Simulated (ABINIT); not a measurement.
The system is Te.

```xyz
1
Lattice="2.3059 1.3313 1.6910 -2.3059 1.3313 1.6910 0.0000 -2.6626 1.6910" Properties=species:S:1:pos:R:3 pbc="T T T"
Te    0.0000    0.0000    2.5364
```

This isn't the form of Te at room conditions, which is trigonal, of chains.

* Program: ABINIT 10.8.3 (patched build)
* Task: relaxation of cell and atoms
* Functional: LDA
* Potentials or basis: PseudoDojo NC SR LDA v0.4.1 standard
* Cutoff: 1088 eV
* k mesh: 7 × 7 × 7
* Occupations: fermi-dirac, width 0.05 eV
* Spin: no spin polarisation

At the start: pressure -1.4 GPa; volume 31.15 Å³/atom.

**Question.** How do energy, volume and symmetry change on relaxing?

**Answer.** Over 9 steps the energy falls by 4.2 meV/atom and the volume is 30.52 Å³/atom (-2.0 %); space group R-3m (No. 166, to 0.05 Å).

The path:
```csv
step,energy change (eV),largest force (eV/Å),pressure (GPa),volume (Å³)
1,0.0000,0.0000,-1.35,31.15
2,-0.0011,0.0000,-1.12,31.02
3,-0.0035,0.0000,0.12,30.39
4,-0.0035,0.0000,0.08,30.42
5,-0.0039,0.0000,-0.16,30.56
6,-0.0041,0.0000,-0.21,30.61
7,-0.0042,0.0000,-0.10,30.57
8,-0.0042,0.0000,-0.01,30.53
9,-0.0042,0.0000,0.00,30.52
```

Final structure:
```xyz
1
Lattice="2.2707 1.3110 1.7088 -2.2707 1.3110 1.7088 0.0000 -2.6220 1.7088" Properties=species:S:1:pos:R:3 pbc="T T T"
Te    0.0000    0.0000    2.5631
```
